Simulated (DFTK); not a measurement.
**Sb under changes of volume**

One of the cells (30.206 Å³/atom); the others are scaled copies at fixed shape and fractional positions:

```
Sb
1.0
     2.15420    1.24373    3.75800
    -2.15420    1.24373    3.75800
     0.00000   -2.48746    3.75800
Sb
2
Direct
  0.76651 0.76651 0.76651
  0.23349 0.23349 0.23349
```

* Program: DFTK 0.8.2
* Functional: BLYP
* Potentials or basis: cp2k.nc.sr.pbe.v0_1.semicore.gth (PBE, GTH)
* Cutoff: 544 eV
* k mesh: 5 × 5 × 5
* Occupations: fermi-dirac, width 0.05 eV
* Spin: no spin polarisation

```tsv
volume (Å³/atom)	energy over the lowest point (meV/atom)	pressure (GPa)	largest force (eV/Å)
28.393	153.85	11.3	0.243
28.998	114.16	9.6	0.134
29.602	80.85	8.0	0.032
30.206	53.33	6.5	0.063
30.810	30.98	5.2	0.151
31.414	?	?	?
32.018	0.00	3.0	0.310
```

Task: What does the run at 31.414 Å³/atom give?

Result: Energy over the lowest point 13.36 meV/atom; pressure 4.0 GPa; largest force 0.233 eV/Å.

Worked out: A Birch-Murnaghan fit of order 3 (a polynomial in V^(-2/3)) to the other rows has no minimum within the range. It gives 13.35 meV/atom at 31.414 Å³/atom, against the run's 13.36, and -dE/dV = 4.1 GPa, against 4.0.

Energies are extrapolated to zero smearing.

Caveats: the minimum lies outside the volumes run; GTH potentials come without recommended cutoffs, and this one wasn't checked for convergence; the potentials were made for another functional, which shifts forces and pressure.
